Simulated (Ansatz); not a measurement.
# Mo/MgO/TiC: current against voltage, part 2 of 2

Wanted: I(V) for Mo/MgO/TiC. The lower electrode is Mo bcc(001), the upper one TiC rock salt(001); the barrier is MgO rock salt(001) (non-polar). In the first transport cell, after relaxation, the nearest pair of electrode and barrier is Mo–O at 2.23 Å, along the normal, at the lower face and C–Mg at 2.26 Å, along the normal, at the upper one. All share a net of side 3.005 Å, which strains the lower electrode by -4.6 %, the upper one by -1.8 % and the barrier by +0.0 %, against typed lattice constants near PBE's. The first steps treat the bulk electrodes alone.

Ansatz 0.2.0; PBE DFT, plane waves, PAW files (the session's first sound run).

So far. Step 4 (Relaxation): The largest force component on a free atom ends at 0.018 eV/Å. At one or more of this run's solves the program warned of density in the dipole ramp over its bound, where dipole, forces and levels can be off. Step 5 (Current under bias): All 7 points reached self-consistency. On every other mesh point the currents change by up to 25 %. The leads' potential repeats within 33 meV.

## 6. The open system: T(E)

This step: PBE DFT, plane waves, PAW files; ballistic transmission by layer matching between semi-infinite leads (Ansatz 0.2.0).

System of this step: Mo/MgO/TiC. The cell holds 39 atoms: 11 Mo, 2 O, 2 Mg, 12 C and 12 Ti. Cell: a = 3.005 Å, b = 3.005 Å, c = 61.097 Å, α = 90.0°, β = 90.0°, γ = 90.0°. Regions: left electrode, 11 atoms (11 Mo); barrier, 4 atoms (2 O and 2 Mg); right electrode, 24 atoms (12 C and 12 Ti). Vacuum lies along c.

The relaxed core is set between ideal electrode layers (this cell holds 2 atomic planes between the electrodes; where that differs from the relaxed slab, whole periods were copied in or cut out without a new relaxation), which the solver continues as semi-infinite leads. A wide energy window on a coarse mesh (12×12) shows where the Fermi level lies against the barrier's bands; the projected density of states shows how far the metals' states reach in.

input.yaml

```yaml
crystal:
  lattice:
    - [3.005, 0.0, 0.0]
    - [0.0, 3.005, 0.0]
    - [0.0, 0.0, 61.0966114073]
  atoms:
    - { symbol: Mo, position: [0.0, 0.0, 0.114572639] }
    - { symbol: Mo, position: [0.5, 0.5, 0.1415509733] }
    - { symbol: Mo, position: [0.0, 0.0, 0.1685293077] }
    - { symbol: Mo, position: [0.5, 0.5, 0.1955076421] }
    - { symbol: Mo, position: [0.0, 0.0, 0.2224859765] }
    - { symbol: Mo, position: [0.5, 0.5, 0.2494643108] }
    - { symbol: Mo, position: [0.0, 0.0, 0.2764426452] }
    - { symbol: Mo, position: [0.5, 0.5, 0.3034209796] }
[... 27 atom lines left out ...]
    - { symbol: C, position: [0.0, 0.0, 0.8496348438] }
    - { symbol: Ti, position: [0.5, 0.5, 0.8496348438] }
    - { symbol: C, position: [0.5, 0.5, 0.885427361] }
    - { symbol: Ti, position: [0.0, 0.0, 0.885427361] }
kpoints:
  mp_grid: { grid: [10, 10, 1] }
scf:
  occupations: { method: fermi_dirac, width: 0.1 }
  max_iter: 150
hamiltonian:
  xc: pbe
output:
  transmission:
    kmesh: [12, 12]
    e_range: [-2, 3]
    de: 0.1
    leads: [[4, 5], [27, 29]]
  dos: { projected: true, e_range: [-6, 5], de: 0.05 }
  write_potential: true
  write_density: true
  volumetric_format: npy
```

The run is started by

```sh
$ ansatz run input.yaml --threads 8 --pin off --max-ram 20480MiB --backend cpu --events-out ev --progress --plain --runs-dir out
```

Elapsed: 2.3 min, on 8 threads of Arm Neoverse V2, shared host; peak memory 6.4 GiB; 17 min of CPU time.

Numbers from this step:

```
free energy                                         : -92525.6642 eV
Fermi energy                                        : 13.09 eV
level to which the leads are filled                 : 0 eV from the Fermi level
transmission at the Fermi level (a spin, zone mean) : 6.52e-4
channels of the lower lead                          : 1.653
channels of the upper lead                          : 0.3889
potential step in the lower lead                    : 41.4 meV
potential step in the upper lead                    : 2.2 meV
```

One spin. Table of transmission, zone mean by energy, zero at the Fermi level:

```csv
energy (eV),"transmission, zone mean"
-2.00,0.0178
-1.80,0.0195
-1.50,0.0155
-1.30,0.0133
-1.00,0.00379
-0.80,0.00134
-0.60,0.00364
-0.30,1.6e-4
-0.10,4.6e-4
0.00,6.5e-4
0.10,9.8e-4
0.40,6.5e-4
0.60,7.7e-4
0.90,0.00320
1.10,0.00615
1.30,0.00477
1.60,0.0224
1.70,0.0567
1.80,0.0144
2.00,0.0113
2.10,0.0876
2.30,0.0417
2.50,0.133
2.60,0.166
2.80,0.164
3.00,0.117
```

One spin. The open channels, zone mean by energy, zero at the Fermi level:

```csv
energy (eV),lower lead,upper lead
-2.00,2.19,1.78
-1.80,2.72,1.65
-1.50,2.56,1.25
-1.30,2.12,1.11
-1.00,1.53,0.861
-0.80,1.62,0.722
-0.60,1.60,0.583
-0.30,1.74,0.306
-0.10,1.60,0.264
0.00,1.65,0.389
0.10,1.82,0.528
0.40,2.04,0.431
0.60,2.32,0.535
0.90,2.24,0.799
1.10,2.12,0.771
1.30,1.62,1.10
1.60,1.76,0.993
1.80,1.51,1.28
2.00,1.45,1.21
2.30,2.17,1.51
2.50,1.99,1.85
2.80,2.56,1.76
3.00,2.29,2.22
```

Transmission over k1 and k2. At 0.0000 eV from the Fermi level.

Ten even steps from '0' (0.00 × 1e-2) to '9' (1.40 × 1e-2):
```
020000000002
000000000000
000000000000
000000000000
000002920000
000009090000
000002920000
000000000000
000000000000
000000000000
020000000002
500000000000
```
Columns: k1 (b1) from -0.5 to 0.417; rows upwards: k2 (b2) from -0.5 to 0.417.

Open channels of the lower lead over k1 and k2. At 0.0000 eV from the Fermi level.

Ten even steps from '0' (0.00) to '9' (5.00):
```
442006960024
020004940002
000004840000
400044444000
864448884446
899848884899
864448884446
400044444000
000004840000
020004940002
442006960024
440048884004
```
Columns: k1 (b1) from -0.5 to 0.417; rows upwards: k2 (b2) from -0.5 to 0.417.

Open channels of the upper lead over k1 and k2. At 0.0000 eV from the Fermi level.

Values, 12 rows by 12 columns:
```
0.00 1.00 1.00 0.00 0.00 0.00 0.00 0.00 0.00 0.00 1.00 1.00
0.00 1.00 1.00 1.00 0.00 0.00 0.00 0.00 0.00 1.00 1.00 1.00
0.00 0.00 1.00 1.00 0.00 0.00 0.00 0.00 0.00 1.00 1.00 0.00
0.00 0.00 0.00 0.00 0.00 0.00 0.00 0.00 0.00 0.00 0.00 0.00
0.00 0.00 0.00 0.00 0.00 2.00 3.00 2.00 0.00 0.00 0.00 0.00
0.00 0.00 0.00 0.00 0.00 3.00 6.00 3.00 0.00 0.00 0.00 0.00
0.00 0.00 0.00 0.00 0.00 2.00 3.00 2.00 0.00 0.00 0.00 0.00
0.00 0.00 0.00 0.00 0.00 0.00 0.00 0.00 0.00 0.00 0.00 0.00
0.00 0.00 1.00 1.00 0.00 0.00 0.00 0.00 0.00 1.00 1.00 0.00
0.00 1.00 1.00 1.00 0.00 0.00 0.00 0.00 0.00 1.00 1.00 1.00
0.00 1.00 1.00 0.00 0.00 0.00 0.00 0.00 0.00 0.00 1.00 1.00
2.00 0.00 0.00 0.00 0.00 0.00 0.00 0.00 0.00 0.00 0.00 0.00
```
Columns: k1 (b1) from -0.5 to 0.417; rows upwards: k2 (b2) from -0.5 to 0.417.

Projected DOS an atom over height of the atomic layer and energy from the Fermi level. Layers: Mo Mo Mo Mo Mo Mo Mo Mo Mo Mo Mo MgO MgO TiC TiC TiC TiC TiC TiC TiC TiC TiC TiC TiC TiC; projections on atoms miss part of the total, and the computed bands can run out at the top of the range; a column is the mean of 2 neighbouring layers, the last of those left over.

Values in states/eV, 22 rows by 13 columns, each cell a mean:
```
1.42 1.02 1.04 0.98 0.95 0.44 0.30 0.47 0.49 0.51 0.50 0.49 0.71
1.71 1.28 1.11 1.13 1.22 0.50 0.21 0.35 0.34 0.32 0.34 0.36 0.48
1.43 1.38 1.32 1.27 1.17 0.48 0.14 0.29 0.29 0.32 0.31 0.30 0.35
0.94 1.04 1.09 1.01 0.81 0.35 0.13 0.27 0.24 0.23 0.24 0.24 0.26
1.30 0.70 0.80 0.73 0.66 0.67 0.08 0.12 0.13 0.13 0.12 0.11 0.17
1.11 0.50 0.47 0.48 0.46 0.85 0.06 0.11 0.12 0.13 0.12 0.10 0.14
1.45 0.58 0.55 0.60 0.59 1.24 0.09 0.15 0.17 0.18 0.18 0.18 0.32
1.22 0.66 0.61 0.68 0.65 0.61 0.22 0.28 0.30 0.30 0.30 0.30 0.58
1.07 0.73 0.71 0.82 0.77 0.45 0.29 0.36 0.36 0.33 0.36 0.36 0.65
1.26 1.39 1.46 1.39 1.24 0.57 0.39 0.51 0.47 0.50 0.46 0.52 1.01
1.11 1.20 1.29 1.24 1.10 0.48 0.56 0.68 0.67 0.69 0.68 0.73 1.25
1.33 1.20 1.13 1.15 1.30 0.69 0.77 1.09 1.12 1.10 1.13 1.13 1.44
0.99 1.06 0.91 0.97 1.15 0.37 0.68 1.30 1.20 1.23 1.19 1.28 0.91
1.56 1.50 1.74 1.64 1.54 0.59 0.41 1.09 1.29 1.26 1.28 1.01 0.57
1.24 1.02 1.07 1.16 1.49 0.67 0.86 0.50 0.41 0.41 0.42 0.48 0.40
1.42 1.14 1.07 0.94 1.22 0.59 0.60 0.51 0.46 0.47 0.46 0.53 0.40
0.91 1.32 1.23 1.31 1.32 0.91 0.77 0.63 0.62 0.65 0.61 0.65 0.34
0.88 1.54 1.60 1.54 1.39 0.73 0.44 0.48 0.49 0.43 0.50 0.48 0.25
0.63 1.22 1.03 1.08 1.08 0.60 0.66 0.30 0.34 0.36 0.33 0.32 0.11
0.34 0.98 1.07 1.01 0.76 0.47 0.57 0.21 0.20 0.19 0.19 0.19 0.05
0.10 0.29 0.41 0.36 0.25 0.55 0.21 0.14 0.13 0.13 0.14 0.08 0.02
0.07 0.09 0.09 0.09 0.11 0.28 0.08 0.02 0.03 0.03 0.02 0.01 0.00
```
Columns: height of the atomic layer (Å) from 7.82 to 54.1 (not evenly spaced); rows upwards: energy from the Fermi level (eV) from -6 to 1.8.

At the Fermi level the transmission is 6.5e-4, as a zone mean for one spin on this coarse mesh. At the Fermi level the layers of this cell's barrier hold from 0.013 to 0.073 states an eV and atom. In the worse lead the potential repeats within 41 meV, which the program flags as too much for a lead, so G carries that doubt.

## 7. A repeat with changed settings

This step: PBE DFT, plane waves, PAW files; current against voltage, self-consistent between two reservoirs; changed: basis.ecutwfc = "500 eV" (Ansatz 0.2.0).

System of this step: Mo/MgO/TiC. The cell holds 41 atoms: 13 Mo, 2 O, 2 Mg, 12 C and 12 Ti. Cell: a = 3.005 Å, b = 3.005 Å, c = 64.393 Å, α = 90.0°, β = 90.0°, γ = 90.0°. Regions: left electrode, 13 atoms (13 Mo); barrier, 4 atoms (2 O and 2 Mg); right electrode, 24 atoms (12 C and 12 Ti). Vacuum lies along c.

It is meant to test whether the cutoff is converged. Where the input is shown as a difference, that is against the step before, not the twin.

input.yaml

```yaml
crystal:
  lattice:
    - [3.005, 0.0, 0.0]
    - [0.0, 3.005, 0.0]
    - [0.0, 0.0, 64.3931810312]
  atoms:
    - { symbol: Mo, position: [0.0, 0.0, 0.1087071626] }
    - { symbol: Mo, position: [0.5, 0.5, 0.1343043576] }
    - { symbol: Mo, position: [0.0, 0.0, 0.1599015526] }
    - { symbol: Mo, position: [0.5, 0.5, 0.1854987476] }
    - { symbol: Mo, position: [0.0, 0.0, 0.2110959426] }
    - { symbol: Mo, position: [0.5, 0.5, 0.2366931376] }
    - { symbol: Mo, position: [0.0, 0.0, 0.2622903326] }
    - { symbol: Mo, position: [0.5, 0.5, 0.2878875276] }
[... 29 atom lines left out ...]
    - { symbol: C, position: [0.0, 0.0, 0.8573326962] }
    - { symbol: Ti, position: [0.5, 0.5, 0.8573326962] }
    - { symbol: C, position: [0.5, 0.5, 0.8912928374] }
    - { symbol: Ti, position: [0.0, 0.0, 0.8912928374] }
kpoints:
  mp_grid: { grid: [10, 10, 1] }
scf:
  occupations: { method: fermi_dirac, width: 0.1 }
  max_iter: 150
hamiltonian:
  xc: pbe
output:
  current_voltage:
    bias: [0.15, 1.0, 1.6, -0.15, -1.0, -1.6]
    kmesh: [20, 20]
    leads: [[5, 6], [29, 31]]
    electrode_ends: [12, 17]
  write_potential: true
  write_density: true
  volumetric_format: npy
basis:
  ecutwfc: "500 eV"
```

Wall time 47 min (8 threads); peak memory 14 GiB.

The run was cut off at the time limit after its SCF loop had closed; no result of it is taken.

The program's message: “Error: SIGTERM received: cancelled by the caller after 323 completed steps of the transmission, in an analysis behind the self-consistent cycle: that cycle's result was reported, and what else the dec …”

## 8. Summary of results

```json
{
 "conductance at zero bias": "5.9e11 S/m²",
 "current density at -1.6 V": "-5.9e12 A/m²",
 "current density at -1 V": "-1.6e12 A/m²",
 "current density at -0.15 V": "-9.2e10 A/m²",
 "current density at +0.15 V": "7.7e10 A/m²",
 "current density at +1 V": "1.1e12 A/m²",
 "current density at +1.6 V": "2.9e12 A/m²"
}
```

At 1.6 V the junction carries 2.9e12 A/m². Against the linear law (zero-bias conductance times bias) the currents are 6.3 (-1.6 V), 2.8 (-1 V), 1.0 (-0.15 V), 0.87 (+0.15 V), 1.8 (+1 V) and 3.1 (+1.6 V) times as large. At the Fermi level the layers of the barrier in the wide-window run (2 planes) hold from 0.013 to 0.073 states an eV and atom. The forward current is 0.84 times the reverse one at ±0.15 V, 0.65 times the reverse one at ±1 V and 0.49 times the reverse one at ±1.6 V. On every other mesh point the current differs by up to 25 %, and the leads' misfit reaches 33 meV; ratios near 1 within such errors aren't resolved. Between 99 and 99 % of the bias drops across the junction. No spin-orbit coupling, phonons, disorder or image charges enter; the interfaces are ordered, one cell wide and lattice-matched by strain. Semilocal gaps are too small, which can bring a band edge of the barrier nearer to the Fermi level than it is.

[Logs are printed without paths, hosts, clocks, repeated set-up lines and the standing remarks that a program may print on its own settings, such as how far it seeks lower states.]

[Hosts, paths, dates, database ids (printed as entryN), source tags and the programs' standing remarks are cut or masked in the printed files.]
